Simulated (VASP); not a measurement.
# C (R-3m) in VASP: further runs

One crystal, C, is run at these levels: PBE; tasks: single point.

Everything below comes from runs of VASP 6.6.1. Logs are shortened: lines on timing, memory, paths and dates and some standing lists are left out, and cuts for length are marked.

## Step 1: The structure

Symmetry: R-3m, No. 166, trigonal system. The conventional cell has a = 2.466 Å, b = 2.466 Å, c = 24.848 Å, α = 90.00°, β = 90.00°, γ = 120.00°. C (site symmetry 3m) is surrounded by 3 C at 1.42 Å. Around C (site symmetry 3m) lie 3 C at 1.42 Å.

This isn't the form of C at room conditions, which is graphite.

## Step 2: Single point, PBE

INCAR reads:

```
SYSTEM = C
  ALGO = Normal
  EDIFF = 1E-6
  ENCUT = 520
  GGA = PE
  ISIF = 2
  ISMEAR = 0
  LASPH = .TRUE.
  LCHARG = .FALSE.
  LREAL = .FALSE.
  LWAVE = .FALSE.
  NBANDS = 16
  NELM = 100
  PREC = Accurate
  SIGMA = 0.1
```

KPOINTS reads:

```
k-points
0
G
  9 9 9
  0 0 0
```

POSCAR reads:

```
C
1.0
    1.2331880975      0.7119814801      8.2826151019
   -1.2331880975      0.7119814801      8.2826151019
    0.0000000000     -1.4239629602      8.2826151019
C
4
Direct
    0.9128269200      0.9128269200      0.9128269200
    0.2461499400      0.2461499400      0.2461499400
    0.7538500600      0.7538500600      0.7538500600
    0.0871730800      0.0871730800      0.0871730800
```

Potentials or basis: VASP PAW PBE potentials, release 64 (C).

Started as:

```
$ cat potpaw_PBE.64/C/POTCAR > POTCAR
$ mpirun -np 1 vasp_std > vasp.out
```

OUTCAR:

```text
SYSTEM = C
   EDIFF = 1E-6
   ENCUT = 520
   GGA = PE
   ISIF = 2
   ISMEAR = 0
   LASPH = .TRUE.
   LREAL = .FALSE.
   NELM = 100
   PREC = Accurate

 ion  position               nearest neighbor table
   1  0.913  0.913  0.913-   2 1.42   2 1.42   2 1.42
   2  0.246  0.246  0.246-   1 1.42   1 1.42   1 1.42
   3  0.754  0.754  0.754-   4 1.42   4 1.42   4 1.42
   4  0.087  0.087  0.087-   3 1.42   3 1.42   3 1.42

  LATTYP: Found a trigonal (rhomboedric) cell.
 ALAT       =     8.4041289518
 COS(alpha) =     0.9569371044

  Lattice vectors:

 A1 = (   1.2331880975,   0.7119814801,   8.2826151019)
 A2 = (  -1.2331880975,   0.7119814801,   8.2826151019)
 A3 = (   0.0000000000,  -1.4239629602,   8.2826151019)

Analysis of symmetry for initial positions (statically):
=====================================================================
 Subroutine PRICEL returns:
 Original cell was already a primitive cell.

 Routine SETGRP: Setting up the symmetry group for a
 trigonal (rhombohedral) supercell.

 Subroutine GETGRP returns: Found 12 space group operations
 (whereof 12 operations were pure point group operations)
 out of a pool of 12 trial point group operations.

The static configuration has the point symmetry D_3d.

Analysis of symmetry for dynamics (positions and initial velocities):
=====================================================================
 Subroutine PRICEL returns:
 Original cell was already a primitive cell.

 Routine SETGRP: Setting up the symmetry group for a
 trigonal (rhombohedral) supercell.

 Subroutine GETGRP returns: Found 12 space group operations
 (whereof 12 operations were pure point group operations)
 out of a pool of 12 trial point group operations.

The dynamic configuration has the point symmetry D_3d.

 Subroutine INISYM returns: Found 12 space group operations
 (whereof 12 operations are pure point group operations),
 and found     1 'primitive' translations

----------------------------------------------------------------------------------------

                                     Primitive cell

  volume of cell :      43.6332

[... 76 lines left out ...]
   total plane-waves  NPLWV = 262144
   dimension x,y,z NGX =    64 NGY =   64 NGZ =   64
   dimension x,y,z NGXF=   128 NGYF=  128 NGZF=  128
   ions per type =               4
   NGX,Y,Z   is equivalent  to a cutoff of  12.66, 12.66, 12.66 a.u.
   NGXF,Y,Z  is equivalent  to a cutoff of  25.32, 25.32, 25.32 a.u.
 SYSTEM =  C
   PREC   = accura    normal or accurate (medium, high low for compatibility)
   ISTART =      0    job   : 0-new  1-cont  2-samecut
   ICHARG =      2    charge: 1-file 2-atom 10-const
   ISPIN  =      1    spin polarized calculation?
   LNONCOLLINEAR =      F non collinear calculations
   LSORBIT =      F    spin-orbit coupling
   LASPH  =      T    aspherical Exc in radial PAW
   ENCUT  =  520.0 eV  38.22 Ry    6.18 a.u.  15.63 15.63 15.63*2*pi/ulx,y,z
   NELM   =    100;   NELMIN=  2; NELMDL= -5     # of ELM steps
   EDIFF  = 0.1E-05   stopping-criterion for ELM
[... 8 lines left out ...]
   TEBEG  =    0.0;   TEEND  =   0.0 temperature during run
   PSTRESS=    0.0 pullay stress
   NELECT =      16.0000    total number of electrons
   NUPDOWN=      -1.0000    fix difference up-down
   EMIN   =  10.00;   EMAX   =-10.00  energy-range for DOS
   EFERMI =   0.00;   METHOD = LEGACY
   ISMEAR =     0;   SIGMA  =   0.10  broadening in eV -4-tet -1-fermi 0-gaus
   EFERMI_NEDOS =   21; number of points for ismear=-14 and -15
   IALGO  =     38    algorithm
   IMIX   =      4    mixing-type and parameters
     AMIX     =   0.40;   BMIX     =  1.00
     AMIX_MAG =   1.60;   BMIX_MAG =  1.00
  volume/ion in A,a.u.               =      10.91        73.61
  Fermi-wavevector in a.u.,A,eV,Ry     =   1.171771  2.214325 18.681428  1.373046
  Thomas-Fermi vector in A             =   2.308209
   LORBIT       =      0    0 simple, 1 ext, 2 COOP (PROOUT), +10 PAW based schemes
   GGA     = PE    functional components
   LHFCALC =     F    Hartree Fock is set to
   AEXX    =    0.0000 exact exchange contribution
   IVDW    =     0    specifies the selected vdW correction
   LEPSILON=     F    determine dielectric tensor
   LRPA    =     F    only Hartree local field effects (RPA)
 non-spin polarized calculation
 Gauss-broadening in eV      SIGMA  =   0.10
  energy-cutoff  :      520.00
  volume of cell :       43.63
 maximum number of plane-waves:      1197
   NGX = 31   NGY = 31   NGZ = 31

 number of electron      16.0000001 magnetization

 Free energy of the ion-electron system (eV)
  ---------------------------------------------------
  ext. energy  EPLUGINS =         0.00000000
  ---------------------------------------------------
  free energy    TOTEN  =       -36.87940877 eV

  energy without entropy =      -36.87789273  energy(sigma->0) =      -36.87865075

 E-fermi :   2.9996     XC(G=0):  -8.9019

 val. band max:        2.9081385894   @ k =  -0.3333   0.3333   0.0000
 cond. band min:       3.0902716803   @ k =  -0.2222   0.4444   0.1111
 fundamental gap:      0.1821330909
 Fermi energy:         2.9996371210

 k-point     1 :       0.0000    0.0000    0.0000
  band No.  band energies     occupation
      1     -16.5423      2.00000
      2     -16.4895      2.00000
      3      -4.9092      2.00000
      4      -4.2982      2.00000
      5      -0.0442      2.00000
      6      -0.0442      2.00000
[... 433 lines left out ...]
      3      -9.3795      2.00000
      4      -9.3636      2.00000
      5      -3.3489      2.00000
      6      -3.3425      2.00000
[... 8 lines left out ...]
     15      15.8808      0.00000
     16      16.6310      0.00000

 [... further k-points ...]
[... 5 lines left out ...]
  --------------------------------------------------------------------------------------
  -------------------------------------------------------------------------------------
  Total        0.2030704      0.2030704      0.0070912      0.0000000     -0.0000000      0.0000000
  in kB        7.4565916      7.4565916      0.2603820      0.0000000     -0.0000000      0.0000000
  external PRESSURE =       5.0578551 kB  Pullay stress =       0.0000000 kB

 VOLUME and BASIS-vectors are now :
 -----------------------------------------------------------------------------
  energy-cutoff  :      520.00
  volume of cell :       43.63
      direct lattice vectors                 reciprocal lattice vectors
     1.233188098  0.711981480  8.282615102     0.405453151  0.234088486  0.040244938
    -1.233188098  0.711981480  8.282615102    -0.405453151  0.234088486  0.040244938
     0.000000000 -1.423962960  8.282615102     0.000000000 -0.468176972  0.040244938

 POSITION                                       TOTAL-FORCE (eV/Angst)
 -----------------------------------------------------------------------------------
      0.00000      0.00000     22.68178         0.000000      0.000000      0.000518
      0.00000      0.00000      6.11630         0.000000     -0.000000      0.006878
      0.00000      0.00000     18.73155         0.000000      0.000000     -0.006878
      0.00000      0.00000      2.16606         0.000000      0.000000     -0.000518
 -----------------------------------------------------------------------------------
    total drift:                                0.000000     -0.000000      0.000000

  FREE ENERGIE OF THE ION-ELECTRON SYSTEM (eV)
  ---------------------------------------------------
  free  energy   TOTEN  =       -36.8794087713 eV

  energy  without entropy=      -36.8778927263  energy(sigma->0) =      -36.87865075
```

stdout:

```text
POSCAR found type information on POSCAR C
 POSCAR found :  1 types and       4 ions
 scaLAPACK will be used
 LDA part: xc-table for (Slater+PW92), standard interpolation
 POSCAR, INCAR and KPOINTS ok, starting setup
 FFT: planning ... GRIDC
 FFT: planning ... GRID_SOFT
 FFT: planning ... GRID
 WAVECAR not read
 entering main loop
```

Run time: 3.5 min. Hardware: 1 thread of Intel Xeon 6975P-C (Granite Rapids), shared host; peak memory 0.54 GiB.

Results:

```yaml
Free_energy: -36.8794 eV
Pressure: 0.5 GPa
Largest_force: 0.007 eV/Å
Band_gap_on_the_k_mesh: 0.18 eV, direct
```

Forces on the atoms (eV/Å):
```
C    0.000  0.000  0.001
C    0.000  0.000  0.007
C    0.000  0.000 -0.007
C    0.000  0.000 -0.001
```

Levels at points of the mesh, in eV from the valence-band top:
| k point | band 5 | band 6 | band 7 | band 8 | band 9 | band 10 | band 11 | band 12 |
| --- | --- | --- | --- | --- | --- | --- | --- | --- |
| (0.00, 0.00, 0.00) | -2.95 | -2.95 | -2.95 | -2.95 | 3.26 | 6.91 | 8.39 | 8.39 |

Caveat: an odd mesh through Γ misses points on the zone boundary, where band edges often lie.

## Step 3: Single point, PBE (the perfect crystal in a cell of 16 atoms)

INCAR reads:

```
SYSTEM = C
ALGO = Fast
EDIFF = 1E-6
ENCUT = 520
GGA = PE
ISIF = 2
ISMEAR = 0
LASPH = .True.
LCHARG = .True.
LELF = .True.
LREAL = Auto
LVHAR = .True.
LWAVE = .False.
NBANDS = 46
NELM = 100
PREC = Accurate
SIGMA = 0.1
```

KPOINTS reads:

```
k-points
0
Gamma
  6 6 6
  0 0 0
```

POSCAR reads:

```
C
1.0
   -4.9330325621      0.0000000000      0.0000000000
   -2.4665162811     -4.2721315165      0.0000000000
   -2.4665162811     -1.4240438388      8.5756696909
C
16
Direct
    0.5824380711      0.5824380711      0.7526857867
    0.0824380711      0.5824380711      0.7526857867
    0.5824380711      0.0824380711      0.7526857867
    0.0824380711      0.0824380711      0.7526857867
    0.2491081506      0.2491081506      0.7526755483
    0.7491081506      0.2491081506      0.7526755483
    0.2491081506      0.7491081506      0.7526755483
    0.7491081506      0.7491081506      0.7526755483
    0.7508918494      0.7508918494      0.2473244517
    0.2508918494      0.7508918494      0.2473244517
    0.7508918494      0.2508918494      0.2473244517
    0.2508918494      0.2508918494      0.2473244517
    0.4175619289      0.4175619289      0.2473142133
    0.9175619289      0.4175619289      0.2473142133
    0.4175619289      0.9175619289      0.2473142133
    0.9175619289      0.9175619289      0.2473142133
```

Potentials or basis: VASP PAW PBE potentials, release 64 (C).

Started as:

```
$ cat potpaw_PBE.64/C/POTCAR > POTCAR
$ mpirun -np 1 vasp_std > vasp.out
```

Run time: 6 min. Hardware: 1 thread of Intel Xeon 6975P-C (Granite Rapids), shared host; peak memory 0.39 GiB.

The run converged. Its results:

```
Free energy            : -147.5908 eV
Pressure               : 0.4 GPa
Band gap on the k mesh : 0.07 eV
```

Forces on the atoms (eV/Å):
```
C    0.000  0.000 -0.001
C    0.000  0.000 -0.001
C    0.000  0.000 -0.001
C    0.000  0.000 -0.001
C    0.000  0.000  0.002
C    0.000  0.000  0.002
C    0.000  0.000  0.002
C    0.000  0.000  0.002
C    0.000  0.000 -0.002
C    0.000  0.000 -0.002
C    0.000  0.000 -0.002
C    0.000  0.000 -0.002
C    0.000  0.000  0.001
C    0.000  0.000  0.001
C    0.000  0.000  0.001
C    0.000  0.000  0.001
```

Stress tensor (GPa, compression positive):
```
 0.60  0.00  0.00
 0.00  0.60  0.00
 0.00  0.00 -0.08
```

Levels at points of the mesh, in eV from the valence-band top:
```tsv
k point	band 30	band 31	band 32	band 33	band 34	band 35
(0.00, 0.00, 0.00)	-2.30	-2.30	-2.30	1.66	1.66	1.66
(0.50, 0.00, 0.00)	-2.71	-2.70	-2.70	2.77	2.77	2.93
(0.50, 0.50, 0.00)	-2.86	-2.54	-2.54	2.83	2.83	2.87
(0.00, 0.00, 0.50)	-2.22	-2.22	-2.22	1.56	1.56	1.56
```

Caveat: this functional lacks dispersion, which binds the layers, so the pressure and a relaxed spacing across them are unreliable.

## Step 4: Single point, PBE (H interstitial, charge +0, atoms relaxed at the host's cell)

INCAR reads:

```
PREC     = Accurate       # precision mode
ENCUT    = 520            # plane-wave cutoff, eV
EDIFF    = 1E-7           # SCF threshold, eV
ISMEAR   = 0              # smearing method
SIGMA    = 0.1            # smearing width, eV
LREAL    = Auto         
LASPH    = True           # aspherical terms in the spheres
NELM     = 100            # most SCF steps
ALGO     = Fast           # electronic algorithm
ISIF     = 2              # what is computed and relaxed
LWAVE    = False          # write WAVECAR
LCHARG   = False          # write CHGCAR
GGA      = PE             # functional
NBANDS   = 46             # bands
```

KPOINTS reads:

```
regular mesh
0
Gamma
  6 6 6
```

POSCAR reads:

```
HC16
1.0
   -4.9330325621      0.0000000000      0.0000000000
   -2.4665162811     -4.2721315165      0.0000000000
   -2.4665162811     -1.4240438388      8.5756696909
C H
16 1
Direct
    0.5743958432      0.5743958432      0.7769673504
    0.0742409631      0.5743958432      0.7769673504
    0.5743958432      0.0742409631      0.7769673504
    0.0741504714      0.0741504714      0.7775485857
    0.2409580100      0.2409580100      0.7769634611
    0.7411205190      0.2409580100      0.7769634611
    0.2409580100      0.7411205190      0.7769634611
    0.7408187460      0.7408187460      0.7775437621
    0.7590419900      0.7590419900      0.2230365389
    0.2588794810      0.7590419900      0.2230365389
    0.7590419900      0.2588794810      0.2230365389
    0.2591812540      0.2591812540      0.2224562379
    0.4256041568      0.4256041568      0.2230326496
    0.9257590369      0.4256041568      0.2230326496
    0.4256041568      0.9257590369      0.2230326496
    0.9258495286      0.9258495286      0.2224514143
    0.5000000000      0.5000000000      0.5000000000
```

Potentials or basis: VASP PAW PBE potentials, release 64 (C, H).

Started as:

```
$ cat potpaw_PBE.64/C/POTCAR potpaw_PBE.64/H/POTCAR > POTCAR
$ mpirun -np 1 vasp_std > vasp.out
```

Run time: 4.4 min. Hardware: 1 thread of Intel Xeon 6975P-C (Granite Rapids), shared host; peak memory 0.39 GiB.

Results (log left out):

- Free energy: -147.9421 eV
- Pressure: 0.2 GPa
- Largest force: 0.004 eV/Å
- Band gap on the k mesh: none (metal or under the smearing width)

Forces in eV/Å, atoms in the order of the input:
```
C    0.002  0.001 -0.003
C   -0.002  0.001 -0.003
C    0.000 -0.003 -0.003
C    0.000  0.000  0.002
C   -0.002 -0.001  0.003
C    0.002 -0.001  0.003
C    0.000  0.002  0.003
C    0.000  0.000  0.003
C    0.002  0.001 -0.003
C   -0.002  0.001 -0.003
C    0.000 -0.002 -0.003
C    0.000  0.000 -0.003
C   -0.002 -0.001  0.003
C    0.002 -0.001  0.003
C    0.000  0.003  0.003
C    0.000  0.000 -0.002
H    0.000  0.000  0.000
```

Stress tensor (GPa, compression positive):
```
-0.12  0.00  0.00
 0.00 -0.12  0.00
 0.00  0.00  0.72
```

Levels at points of the mesh, in eV from the Fermi level:
```csv
k point,band 31,band 32,band 33,band 34,band 35,band 36
"(0.00, 0.00, 0.00)",-2.05,-2.04,-0.64,1.88,1.91,1.91
"(0.50, 0.00, 0.00)",-2.43,-2.34,0.06,2.98,2.99,3.16
"(0.50, 0.50, 0.00)",-2.26,-2.25,0.09,3.03,3.04,3.11
"(0.00, 0.00, 0.50)",-1.98,-1.98,-0.53,1.81,1.81,2.08
```

## Step 5: Overview

| potentials or basis | cell | k mesh | gap on the mesh (eV) | pressure (GPa) |
| --- | --- | --- | --- | --- |
| VASP PAW PBE potentials, release 64 (C) | as given | 9 × 9 × 9 | 0.18 | 0.5 |
| VASP PAW PBE potentials, release 64 (C) | the perfect crystal in a cell of 16 atoms | 6 × 6 × 6 | 0.07 | 0.4 |
| VASP PAW PBE potentials, release 64 (C, H) | H interstitial, charge +0, atoms relaxed at the host's cell | 6 × 6 × 6 | none | 0.2 |

Alike in all rows: task single point; level PBE; no spin polarisation; cutoff (eV) 520; smearing gaussian 0.1 eV.

Caveats: an odd mesh through Γ misses points on the zone boundary, where band edges often lie (some runs); this functional lacks dispersion, which binds the layers, so the pressure and a relaxed spacing across them are unreliable (some runs).

Absolute energies hang on the potentials; compare differences alone.
